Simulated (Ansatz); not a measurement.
Reaction (formal hydrolysis of a C–C bond): `c1cc(-c2ccncc2)ccn1` + H₂O → `Oc1ccncc1` + pyridine

Program: Ansatz. Geometries: PBE0-D4/def2-TZVP. ΔE: electronic, gas phase. CBS: MP2 limit from def2 TZ/QZ plus the TZ coupled-cluster correction, frozen cores. This one scheme is used for every species. DFT in def2-TZVPP. HSE06 is defined as in plane-wave codes. One conformer a species, not always the lowest.

`c1cc(-c2ccncc2)ccn1`:

Z-matrix (Å, degrees):
```
C
C 1 1.385
N 1 1.328 2 123.8
H 1 1.086 2 120.0 3 -179.7
C 2 1.392 1 119.2 3 0.3
H 2 1.083 1 120.0 3 178.7
C 3 1.328 1 116.9 2 -0.1
C 5 1.392 2 117.1 1 -0.1
C 5 1.472 2 121.5 1 179.9
H 7 1.087 3 116.2 1 179.6
H 8 1.083 5 120.8 2 -178.6
C 9 1.392 5 121.5 2 -143.8
C 9 1.392 5 121.4 2 36.2
C 12 1.385 9 119.2 5 179.9
H 12 1.083 9 120.8 5 1.4
C 13 1.385 9 119.2 5 179.9
H 13 1.083 9 120.8 5 1.4
N 14 1.328 12 123.8 9 0.3
H 14 1.087 12 120.0 9 -179.5
H 16 1.087 13 120.0 9 -179.5
```

H₂O:

```xyz
3

O     0.189    0.091    0.328
H     0.244   -0.728   -0.168
H    -0.432    0.637   -0.160
```

`Oc1ccncc1`:

Cartesian coordinates in Å:
```
O 0.897 1.917 -0.829
C 0.351 0.784 -0.345
C -0.976 0.509 -0.649
C -1.531 -0.655 -0.149
N -0.880 -1.535 0.607
C 0.387 -1.254 0.886
C 1.050 -0.121 0.443
H 1.814 1.980 -0.544
H -1.549 1.194 -1.261
H -2.567 -0.891 -0.373
H 0.915 -1.975 1.504
H 2.089 0.048 0.708
```

`c1ccncc1`:

```xyz
11

C    -0.683    0.916   -0.323
C     0.224    0.361   -1.211
C     0.998   -0.708   -0.783
N     0.919   -1.233    0.435
C     0.045   -0.691    1.277
C    -0.776    0.379    0.950
H    -1.306    1.753   -0.619
H     0.334    0.746   -2.218
H     1.718   -1.166   -1.455
H    -0.004   -1.135    2.267
H    -1.469    0.778    1.680
```

CCSD(T)/CBS gives +0.48 eV.

Q: Another level gave +0.40 eV. Which?
A. revPBE-D4/def2-TZVPP
B. PBE0/def2-TZVPP
C. HSE06-D4/def2-TZVPP
D. CAM-B3LYP-D4/def2-TZVPP

A: A. revPBE-D4 0.40, CAM-B3LYP-D4 0.31, PBE0 0.25, HSE06-D4 0.35 eV.

Largest T1 diagnostic among the species: 0.013.

From BLYP to BHLYP (50 % exact exchange), in def2-TZVPP and without D4, ΔE moves by +0.07 eV. In def2-TZVPP, CCSD(T) changes the Hartree–Fock value by +0.30 eV (the triples alone add +0.05 eV) and MP2 by +0.47 eV.

CCSD(T)/CBS has its own doubt, a few kJ/mol and more with outer-core shells, so smaller differences from it don't rank the levels.
